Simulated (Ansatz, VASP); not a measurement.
# ZrB2 in VASP and in Ansatz

```
CELL_PARAMETERS angstrom
3.16500 0.00000 0.00000
-1.58250 2.74097 0.00000
0.00000 0.00000 3.55520
ATOMIC_POSITIONS crystal
Zr 0.00000 0.00000 0.00000
B 0.33333 0.66667 0.50000
B 0.66667 0.33333 0.50000
```

Change from the starting cell: zz strain of +1 %.

Alike in both runs: task single point; functional LDA; k mesh 12 × 12 × 9; occupations fermi-dirac, width 0.05 eV; no spin polarisation.

```csv
,VASP,Ansatz
version,VASP 6.6.1,Ansatz 0.2.0
potentials or method,"VASP PAW LDA potentials, release 64 (Zr_sv, B), cutoff 520 eV","all-electron LAPW, scalar-relativistic"
```

```csv
,VASP,Ansatz,Ansatz less VASP
pressure (GPa),-9.0,-9.4,-0.44
largest component of the traceless stress (GPa),1.30,1.29,-0.003
```

Ansatz ran all-electron here, so the differences hold the error of VASP's frozen core and of both bases.
